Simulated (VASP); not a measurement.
Crystal: Ta.

```
CELL_PARAMETERS angstrom
0.00000 2.08008 2.08008
2.08008 0.00000 2.08008
2.08008 2.08008 0.00000
ATOMIC_POSITIONS crystal
Ta 0.00000 0.00000 0.00000
```

This isn't the form of Ta at room conditions, which is bcc.

| Property | Result |
| --- | --- |
| Program | VASP 6.6.1 |
| Task | relaxation of cell and atoms |
| Functional | PBEsol |
| Potentials or basis | VASP PAW PBE potentials, release 64 (Ta_pv) |
| Cutoff | 600 eV |
| k mesh | 6 × 6 × 6 |
| Occupations | gaussian, width 0.1 eV |
| Spin | no spin polarisation |

At the start: pressure 2.9 GPa; volume 18.00 Å³/atom.

Problem. How do energy, volume and symmetry change on relaxing?

Solution. Over 3 steps the energy falls by 2.3 meV/atom and the volume is 18.25 Å³/atom (+1.4 %); space group Fm-3m (No. 225, to 0.05 Å).

Step by step:
| step | energy change (eV) | largest force (eV/Å) | pressure (GPa) | volume (Å³) |
| --- | --- | --- | --- | --- |
| 1 | 0.0000 | 0.0000 | 2.93 | 18.00 |
| 2 | 0.0108 | 0.0000 | -6.60 | 18.87 |
| 3 | -0.0023 | 0.0000 | -0.03 | 18.25 |

Final structure:
```
Ta
1.0
     0.00000    2.08981    2.08981
     2.08981    0.00000    2.08981
     2.08981    2.08981    0.00000
Ta
1
Cartesian
  0.0000 0.0000 0.0000
```

Caveat: the k mesh is coarse (spacing up to 0.44 Å⁻¹), so the values aren't converged; the PAW data sets were made with another functional, which shifts forces and pressure a little.
